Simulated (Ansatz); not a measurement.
From band curvature to drive current

Plane-wave DFT in Ansatz, r2SCAN, scalar-relativistic PAW potentials, cutoff 500 eV, no spin-orbit coupling; no spin polarisation. Relaxed crystals whose conduction band edge is a single valley at Γ; masses by central differences along the Cartesian axes of the standard setting. A star marks a structure that wasn't matched here to a measured phase, so it may never have been made and needn't be stable; unstarred phases aren't always the most stable ones.

| crystal | gap (eV) | gap kind | m_x | m_y | m_z (mₑ) |
| --- | --- | --- | --- | --- | --- |
| Zn₂InGaO₅ (P6_3/mmc)* | 1.82 | direct | 0.229 | 0.229 | 0.218 |
| TiO₂ (P4_2/mnm) | 2.22 | direct | 1.18 | 1.18 | 0.585 |
| GaAs (F-43m) | 0.96 | direct | 0.052 | 0.052 | 0.052 |
| GaN (P6_3mc) | 2.35 | direct | 0.189 | 0.189 | 0.17 |

Question: Take a film 3 nm thick, normal along z, current along x, at 300 K. Work out the injection velocity, the density-of-states capacitance and the confinement shift.

Answer: For a non-degenerate gas v_T = √(2k_BT/πm_x) = 5.38×10⁶ cm/s ÷ √(m_x/mₑ); one valley with both spins has C_Q = e²√(m_x m_y)/πħ² = 66.9 μF/cm² × √(m_x m_y)/mₑ; hard walls lift the first subband by ħ²π²/(2m_z t²) = 376 meV nm² ÷ (t² m_z/mₑ).
| crystal | v_T (10⁷ cm/s) | C_Q (μF/cm²) | shift (meV) |
| --- | --- | --- | --- |
| Zn₂InGaO₅ (P6_3/mmc)* | 1.12 | 15.3 | 192 |
| TiO₂ (P4_2/mnm) | 0.50 | 78.9 | 71 |
| GaAs (F-43m) | 2.36 | 3.5 | 803 |
| GaN (P6_3mc) | 1.24 | 12.6 | 246 |

Question: With a gate oxide of 1 nm equivalent thickness (3.45 μF/cm²), which gives the most current per gate overdrive in the ballistic limit?

Answer: The gate capacitance is the series value C_G = 1/(1/C_ox + 1/C_Q), and the current goes as C_G v_T: GaAs (F-43m) 1.00, GaN (P6_3mc) 0.82, Zn₂InGaO₅ (P6_3/mmc)* 0.77, TiO₂ (P4_2/mnm) 0.40 (relative). For an isotropic mass C_G v_T peaks where C_Q = C_ox, at about 0.05 mₑ. The lightest mass wins here, since its C_Q of 3.5 μF/cm² costs less than its speed gains. C_Q is the degenerate value and v_T the non-degenerate one; at high drain bias only forward-going states fill, which halves C_Q, while degeneracy raises the velocity, so values within about 10 % of each other aren't ranked. Scattering and the charge centroid are left out, and so are side valleys, which confinement lifts less and can make the lowest. In oxides whose conduction band is of d states, electrons tend to self-trap as polarons, and the band mass says little. Where the shift is over a third of the gap (GaAs (F-43m)) the band isn't parabolic that far up, so the true shift is smaller and the mass larger. Semilocal functionals give gaps too small and so, as a rule, masses too light.

Cost: about 14 core-minutes for the runs cited, on Intel Xeon Platinum 8259CL (Skylake/Cascade Lake), Intel Xeon 6975P-C (Granite Rapids), Intel Xeon Platinum 8488C (Sapphire Rapids) and other processors (shared hosts).